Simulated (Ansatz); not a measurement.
**Zone-centre phonons of SiO2 at 2 GPa: input and output**

Method: Ansatz, DFT PBE, scalar-relativistic, plane waves, PAW.

Launched with:
```bash
ansatz run input.yaml --threads 2 --pin off --max-ram 7168MiB --backend cpu --events-out ev --progress --plain --runs-dir out
```

Input (bare energies are in eV):
```yaml
crystal:
  lattice:
    - [-2.4289805501, 2.4289805501, 3.6629364921]
    - [2.4289805501, -2.4289805501, 3.6629364921]
    - [2.4289805501, 2.4289805501, -3.6629364921]
  atoms:
    - { symbol: Si, position: [0.0, 0.0, 0.0] }
    - { symbol: Si, position: [0.75, 0.25, 0.5] }
    - { symbol: O, position: [0.9929021943, 0.625, 0.8679021943] }
    - { symbol: O, position: [0.375, 0.2429021943, 0.3679021943] }
    - { symbol: O, position: [0.7570978057, 0.125, 0.1320978057] }
    - { symbol: O, position: [0.875, 0.0070978057, 0.6320978057] }
basis:
  ecutwfc: 420
kpoints:
  mp_grid: { grid: [8, 8, 8] }
hamiltonian:
  xc: pbe
scf:
  occupations: { method: fixed }
output:
  eigenvalues: true
phonons:
  method: dfpt
  dielectric: true
  rigid_motions: translations
  eigenvectors: true
```

Results section of the output:
```
--- Phonons (Γ-DFPT): 5 representative perturbations + reference, on 260 of 512 k-points (Σ response iterations 18) ---
  k mesh reduced under 1 symmetry operation, with k and −k counted as one. Each operation leaves every solved perturbation unchanged. A smaller set is not considered because the run solves the response ...
  ASR residual: 2.431e-4 → 0.000e0 eV/Å²; symmetrization residual: 4.000e-6 eV/Å²
  ASR residual per site (eV/Å²): 5.82e-5 5.82e-5 2.43e-4 2.43e-4 2.43e-4 2.43e-4
  Γ frequencies (cm⁻¹): 0.00 0.00 0.00 157.90 157.90 357.80 375.95 423.78 429.47 450.54 450.54 755.80 772.81 772.81 1026.81 1039.98 1039.98 1069.88
  ε∞ (high-frequency dielectric tensor):
        2.293367     0.000000    -0.000000
       -0.000000     2.293367    -0.000000
       -0.000000     0.000000     2.316250
  ε⁰ (static dielectric tensor: ions relaxed, cell fixed):
        3.931814     0.000000    -0.000000
        0.000000     3.931814     0.000000
       -0.000000     0.000000     4.272688
  ε⁰ − ε∞ (ionic part):
        1.638447     0.000000    -0.000000
        0.000000     1.638447     0.000000
       -0.000000     0.000000     1.956438
  softest optical mode at Γ: 157.90 cm⁻¹; the repairs (sum rule, projections) moved no ω² at Γ by more than (2.37 cm⁻¹)²
  Born effective charges Z* (e; rows j = field, columns β = displacement):
    site 0:
         3.24596   -0.43073    0.00000
         0.43073    3.24596    0.00000
         0.00000    0.00000    3.36376
    site 1:
         3.24596    0.43073   -0.00000
        -0.43073    3.24596   -0.00000
        -0.00000    0.00000    3.36376
    site 2:
        -2.16235   -0.00000   -0.88237
        -0.00000   -1.08362   -0.00000
        -0.85989    0.00000   -1.68188
    site 3:
        -1.08362    0.00000    0.00000
         0.00000   -2.16235   -0.88237
         0.00000   -0.85989   -1.68188
    site 4:
        -2.16235    0.00000    0.88237
         0.00000   -1.08362   -0.00000
         0.85989    0.00000   -1.68188
    site 5:
        -1.08362   -0.00000    0.00000
        -0.00000   -2.16235    0.88237
         0.00000    0.85989   -1.68188
  Z* charge neutrality: 7.983e-5 e pre-enforcement
  k-mesh period / interband length: 40.2 Å / 1.03 Å = 39.09 at k = (0.0000, 0.0000, 0.0000), direct gap 5.989 eV — 14 or more, which is no proof of convergence
  optical modes at Γ without the LO–TO term, one row a degenerate level:
      ω (cm⁻¹) modes IR ((D/Å)²/amu)
        157.90      2             0.2885
        357.80      1             0.0000
        375.95      1             0.0000
        423.78      1             9.1220
        429.47      1             0.0000
        450.54      2            11.7452
        755.80      1             0.0000
        772.81      2             8.7755
       1026.81      1            30.0486
       1039.98      2            52.6548
       1069.88      1             0.0000
  optical modes at Γ + LO–TO along q̂ = [1.0000, 0.0000, 0.0000]:
      ω (cm⁻¹) modes IR ((D/Å)²/amu)
        157.90      1             0.1443
        160.75      1             0.0494
        357.80      1             0.0000
        375.95      1             0.0000
        423.78      1             9.1220
        429.47      1             0.0000
        450.54      1             5.8726
        496.05      1             2.6667
        755.80      1             0.0000
        772.81      1             4.3877
        793.24      1             1.9425
       1026.81      1            30.0486
       1039.98      1            26.3274
       1069.88      1             0.0000
       1183.53      1            32.0734
  optical modes at Γ + LO–TO along q̂ = [0.0000, 1.0000, 0.0000]:
      ω (cm⁻¹) modes IR ((D/Å)²/amu)
        157.90      1             0.1443
        160.75      1             0.0494
        357.80      1             0.0000
        375.95      1             0.0000
        423.78      1             9.1220
        429.47      1             0.0000
        450.54      1             5.8726
        496.05      1             2.6667
        755.80      1             0.0000
        772.81      1             4.3877
        793.24      1             1.9425
       1026.81      1            30.0486
       1039.98      1            26.3274
       1069.88      1             0.0000
       1183.53      1            32.0734
  optical modes at Γ + LO–TO along q̂ = [0.0000, 0.0000, 1.0000]:
      ω (cm⁻¹) modes IR ((D/Å)²/amu)
        157.90      2             0.2885
        357.80      1             0.0000
        375.95      1             0.0000
        429.47      1             0.0000
        450.54      2            11.7452
        499.12      1             4.5588
        755.80      1             0.0000
        772.81      2             8.7755
       1039.98      2            52.6548
       1069.88      1             0.0000
       1184.09      1            34.6118
```

Time: 3.7 min on 2 threads of Arm Neoverse V2, with other jobs on the host, peak memory 2 GiB.

This form isn't the usual stable structure of the compound at low pressure.